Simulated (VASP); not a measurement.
# AlAu (R-3m) in VASP: a series of runs, part 2 of 2

VASP 6.6.1. Earlier steps stand in the parts before.

## Step 4: Single point, LDA

This run uses another cell than the first one, of the same volume but with other edges.

INCAR

```
SYSTEM = AlAu
  PREC = Accurate
  ENCUT = 520
  EDIFF = 1E-7
  ISMEAR = 0
  SIGMA = 0.15
  LREAL = .False.
  LASPH = .True.
  NELM = 100
  ALGO = Fast
  ISIF = 2
  LWAVE = .False.
  LCHARG = .False.
  GGA = CA
  NBANDS = 14
```

KPOINTS

```
regular mesh
0
Gamma
  16 16 16
  0 0 0
```

POSCAR

```
AlAu
1.0
    3.3849269912     -0.6769853982     -0.6769853982
   -0.6769853982      3.3849269912     -0.6769853982
   -0.6769853982     -0.6769853982      3.3849269912
Al Au
1 1
Direct
    0.0000000000      0.0000000000      0.0000000000
    0.5000000000      0.5000000000      0.5000000000
```

Potentials or basis: VASP PAW LDA potentials, release 64 (Al, Au).

Run with:

```console
> cat potpaw_LDA.64/Al/POTCAR potpaw_LDA.64/Au/POTCAR > POTCAR
> mpirun -np 1 vasp_std > vasp.out
```

OUTCAR:

```text
SYSTEM = AlAu
   PREC = Accurate
   ENCUT = 520
   EDIFF = 1E-7
   ISMEAR = 0
   LREAL = .False.
   LASPH = .True.
   NELM = 100
   ISIF = 2
   GGA = CA

 ion  position               nearest neighbor table
   1  0.000  0.000  0.000-   2 1.76   2 1.76   2 3.37   2 3.37   2 3.37   2 3.37   2 3.37   2 3.37

   2  0.500  0.500  0.500-   1 1.76   1 1.76   1 3.37   1 3.37   1 3.37   1 3.37   1 3.37   1 3.37

  LATTYP: Found a body centered cubic cell.
 ALAT       =     4.0619123894

  Lattice vectors:

 A1 = (   3.3849269912,  -0.6769853982,  -0.6769853982)
 A2 = (  -0.6769853982,   3.3849269912,  -0.6769853982)
 A3 = (  -0.6769853982,  -0.6769853982,   3.3849269912)

Analysis of symmetry for initial positions (statically):
=====================================================================
 Subroutine PRICEL returns:
 Original cell was already a primitive cell.

 Routine SETGRP: Setting up the symmetry group for a
 body centered cubic supercell.

 Subroutine GETGRP returns: Found 12 space group operations
 (whereof 12 operations were pure point group operations)
 out of a pool of 48 trial point group operations.

The static configuration has the point symmetry D_3d.

Analysis of symmetry for dynamics (positions and initial velocities):
=====================================================================
 Subroutine PRICEL returns:
 Original cell was already a primitive cell.

 Routine SETGRP: Setting up the symmetry group for a
 body centered cubic supercell.

 Subroutine GETGRP returns: Found 12 space group operations
 (whereof 12 operations were pure point group operations)
 out of a pool of 48 trial point group operations.

The dynamic configuration has the point symmetry D_3d.

 Subroutine INISYM returns: Found 12 space group operations
 (whereof 12 operations are pure point group operations),
 and found     1 'primitive' translations

----------------------------------------------------------------------------------------

                                     Primitive cell

  volume of cell :      33.5090

  direct lattice vectors                    reciprocal lattice vectors
     3.384926991 -0.676985398 -0.676985398     0.328252608  0.082063152  0.082063152
    -0.676985398  3.384926991 -0.676985398     0.082063152  0.328252608  0.082063152
    -0.676985398 -0.676985398  3.384926991     0.082063152  0.082063152  0.328252608

  length of vectors
     3.517719317  3.517719317  3.517719317     0.348164467  0.348164467  0.348164467

  position of ions in fractional coordinates (direct lattice)
     0.000000000  0.000000000  0.000000000
     0.500000000  0.500000000  0.500000000

  ion indices of the primitive-cell ions
   primitive index   ion index
                 1           1
                 2           2

----------------------------------------------------------------------------------------

 KPOINTS: regular mesh

Automatic generation of k-mesh.
 Grid dimensions read from file:
 generate k-points for:   16   16   16

 Generating k-lattice:

  Cartesian coordinates                     Fractional coordinates (reciprocal lattice)
     0.020515788  0.005128947  0.005128947     0.062500000  0.000000000  0.000000000
[... 43 lines left out ...]
   total plane-waves  NPLWV =  21952
   dimension x,y,z NGX =    28 NGY =   28 NGZ =   28
   dimension x,y,z NGXF=    56 NGYF=   56 NGZF=   56
   ions per type =               1   1
   NGX,Y,Z   is equivalent  to a cutoff of  13.23, 13.23, 13.23 a.u.
   NGXF,Y,Z  is equivalent  to a cutoff of  26.47, 26.47, 26.47 a.u.
 SYSTEM =  AlAu
   PREC   = accura    normal or accurate (medium, high low for compatibility)
   ISTART =      0    job   : 0-new  1-cont  2-samecut
   ICHARG =      2    charge: 1-file 2-atom 10-const
   ISPIN  =      1    spin polarized calculation?
   LNONCOLLINEAR =      F non collinear calculations
   LSORBIT =      F    spin-orbit coupling
   LASPH  =      T    aspherical Exc in radial PAW
   ENCUT  =  520.0 eV  38.22 Ry    6.18 a.u.   6.54  6.54  6.54*2*pi/ulx,y,z
   NELM   =    100;   NELMIN=  2; NELMDL= -5     # of ELM steps
   EDIFF  = 0.1E-06   stopping-criterion for ELM
   LREAL  =      F    real-space projection
   EDIFFG = 0.1E-05   stopping-criterion for IOM
   NSW    =      0    number of steps for IOM
   IBRION =     -1    ionic relax: 0-MD 1-quasi-New 2-CG
   NFREE  =      0    steps in history (QN), initial steepest desc. (CG)
   ISIF   =      2    stress and relaxation
   ISYM   =      2    0-nonsym 1-usesym 2-fastsym
   POTIM  = 0.5000    time-step for ionic-motion
   TEBEG  =    0.0;   TEEND  =   0.0 temperature during run
   PSTRESS=    0.0 pullay stress
   NELECT =      14.0000    total number of electrons
   NUPDOWN=      -1.0000    fix difference up-down
   EMIN   =  10.00;   EMAX   =-10.00  energy-range for DOS
   EFERMI =   0.00;   METHOD = LEGACY
   ISMEAR =     0;   SIGMA  =   0.15  broadening in eV -4-tet -1-fermi 0-gaus
   EFERMI_NEDOS =   21; number of points for ismear=-14 and -15
   IALGO  =     68    algorithm
   IMIX   =      4    mixing-type and parameters
     AMIX     =   0.40;   BMIX     =  1.00
     AMIX_MAG =   1.60;   BMIX_MAG =  1.00
  volume/ion in A,a.u.               =      16.75       113.06
  Fermi-wavevector in a.u.,A,eV,Ry     =   1.223856  2.312752 20.379123  1.497823
  Thomas-Fermi vector in A             =   2.358952
   LORBIT       =      0    0 simple, 1 ext, 2 COOP (PROOUT), +10 PAW based schemes
   GGA     = CA    functional components
   LHFCALC =     F    Hartree Fock is set to
   AEXX    =    0.0000 exact exchange contribution
   IVDW    =     0    specifies the selected vdW correction
   LEPSILON=     F    determine dielectric tensor
   LRPA    =     F    only Hartree local field effects (RPA)
 non-spin polarized calculation
 RMM-DIIS sequential band-by-band and
 Gauss-broadening in eV      SIGMA  =   0.15
  energy-cutoff  :      520.00
  volume of cell :       33.51
 maximum number of plane-waves:       935
 NGX is ok and might be reduce to    28

 number of electron      13.9999999 magnetization

 Free energy of the ion-electron system (eV)
  ---------------------------------------------------
  ext. energy  EPLUGINS =         0.00000000
  ---------------------------------------------------
  free energy    TOTEN  =         1.70384897 eV

  energy without entropy =        1.71269481  energy(sigma->0) =        1.70827189

 E-fermi :   9.0001     XC(G=0): -11.3308

 val. band max:        8.9932859416   @ k =   0.3750   0.0000  -0.2500
 cond. band min:       9.0032410808   @ k =   0.3125   0.3125  -0.3750
 fundamental gap:      0.0099551392
 Fermi energy:         9.0000807602

 k-point     1 :       0.0000    0.0000    0.0000
  band No.  band energies     occupation
      1      -2.8416      2.00000
      2       0.3534      2.00000
      3       0.6291      2.00000
      4       0.6291      2.00000
      5       2.9569      2.00000
      6       2.9569      2.00000
      7      13.4734      0.00000
      8      13.4734      0.00000
      9      14.7324      0.00000
     10      19.2154      0.00000
     11      19.2154      0.00000
     12      19.2480      0.00000
     13      19.2699      0.00000
     14      19.3787      0.00000
[... 377 lines left out ...]
      1      -2.6162      2.00000
      2       0.5899      2.00000
      3       0.6673      2.00000
      4       0.7429      2.00000
      5       2.8083      2.00000
      6       3.1199      2.00000
      7      12.0754      0.00000
      8      12.7666      0.00000
      9      14.0719      0.00000
     10      16.5541      0.00000
     11      17.3398      0.00000
     12      19.2233      0.00000
     13      20.5651      0.00000
     14      21.6501      0.00000

 [... further k-points ...]

------------------------ aborting loop because EDIFF is reached ----------------------------------------

  FORCE on cell =-STRESS in cart. coord.  units (eV):
  Direction    XX          YY          ZZ          XY          YZ          ZX
  --------------------------------------------------------------------------------------
  -------------------------------------------------------------------------------------
  Total       25.4724775     25.4724775     25.4724775     25.8571698     25.8571698     25.8571698
  in kB     1217.9237803   1217.9237803   1217.9237803   1236.3171953   1236.3171953   1236.3171953
  external PRESSURE =    1217.9237803 kB  Pullay stress =       0.0000000 kB

 VOLUME and BASIS-vectors are now :
 -----------------------------------------------------------------------------
  energy-cutoff  :      520.00
  volume of cell :       33.51
      direct lattice vectors                 reciprocal lattice vectors
     3.384926991 -0.676985398 -0.676985398     0.328252608  0.082063152  0.082063152
    -0.676985398  3.384926991 -0.676985398     0.082063152  0.328252608  0.082063152
    -0.676985398 -0.676985398  3.384926991     0.082063152  0.082063152  0.328252608

 POSITION                                       TOTAL-FORCE (eV/Angst)
 -----------------------------------------------------------------------------------
      0.00000      0.00000      0.00000        -0.000000     -0.000000     -0.000000
      1.01548      1.01548      1.01548         0.000000      0.000000      0.000000
 -----------------------------------------------------------------------------------
    total drift:                               -0.000000      0.000000      0.000000

  FREE ENERGIE OF THE ION-ELECTRON SYSTEM (eV)
  ---------------------------------------------------
  free  energy   TOTEN  =         1.7038489729 eV

  energy  without entropy=        1.7126948136  energy(sigma->0) =        1.70827189
```

Run time: 3.2 min. Hardware: 1 thread of Intel Xeon Platinum 8259CL at 2.50GHz (Skylake/Cascade Lake), shared host; peak memory 0.31 GiB.

Results:

| Item | Value |
| --- | --- |
| Free energy | 1.7038 eV |
| Pressure | 121.8 GPa |
| Band gap on the k mesh | none (metal or under the smearing width) |

Levels at points of the mesh, in eV from the Fermi level:
```tsv
k point	band 3	band 4	band 5	band 6	band 7	band 8	band 9	band 10	band 11	band 12
(0.00, 0.00, 0.00)	-8.37	-8.37	-6.04	-6.04	4.47	4.47	5.73	10.22	10.22	10.25
(0.50, 0.00, 0.00)	-8.36	-6.08	-5.83	-5.41	-4.36	3.97	4.05	6.00	7.69	10.61
(0.50, 0.00, 0.50)	-8.00	-7.15	-5.23	-4.58	-3.74	1.94	3.43	6.40	8.47	11.90
(0.50, 0.50, 0.50)	-8.99	-5.55	-5.55	-2.04	-1.69	0.43	0.43	3.72	3.72	13.37
```

Caveat: a pressure of tens of GPa on the cell as given is suspect, and the run, the potentials or the cell itself is likely at fault. The run has no spin-orbit coupling, so splittings on Au are missing.
